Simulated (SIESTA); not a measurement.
# MgS under changes of volume

One of the cells (22.740 Å³/atom); the others are scaled copies at fixed shape and fractional positions:

```xyz
2
Lattice="0.0000 2.8331 2.8331 2.8331 0.0000 2.8331 2.8331 2.8331 0.0000" Properties=species:S:1:pos:R:3 pbc="T T T"
S     1.4166    1.4166    1.4166
Mg    0.0000    0.0000    0.0000
```

The cell comes from a database or a generator and needn't be the stable form of this composition.

| Property | Result |
| --- | --- |
| Program | SIESTA 5.4.2 |
| Functional | PBEsol |
| Potentials or basis | PseudoDojo 0.4 standard (PBEsol files) |
| Basis | DZP (energy shift 0.003 Ry; two zetas on semicore shells) |
| Grid cutoff | 800 Ry |
| Energy shift | 0.003 Ry |
| k mesh | 8 × 8 × 8 |
| Occupations | fermi-dirac, width 0.05 eV |
| Spin | no spin polarisation |

| volume (Å³/atom) | energy over the lowest point (meV/atom) | pressure (GPa) | gap on the mesh (eV) |
| --- | --- | --- | --- |
| 21.376 | 29.41 | 5.4 | 3.57 |
| 21.831 | ? | ? | ? |
| 22.285 | 7.16 | 2.5 | 3.37 |
| 22.740 | 1.86 | 1.2 | 3.27 |
| 23.195 | 0.00 | 0.1 | 3.17 |
| 23.650 | 1.20 | -0.9 | 3.08 |
| 24.105 | 5.17 | -1.9 | 3.00 |

Task: What does the run at 21.831 Å³/atom give?

Result: Energy over the lowest point 16.23 meV/atom; pressure 3.9 GPa; gap on the mesh 3.47 eV.

Worked out: A Birch-Murnaghan fit of order 3 (a polynomial in V^(-2/3)) to the other rows has its minimum at 23.24 Å³/atom with B0 = V·E''(V) = 55 GPa and B' = 4.2. It gives 16.18 meV/atom at 21.831 Å³/atom, against the run's 16.23, and -dE/dV = 3.9 GPa, against 3.9. A straight line through the other rows of the gap, of slope -4.79 eV per unit of ln V (its deformation potential), gives 3.47 eV, against the run's 3.47.

Energies are extrapolated to zero smearing.

Caveats: the basis of atomic orbitals isn't converged, which shifts pressures, moduli and gaps.

A mesh can miss the band edges.
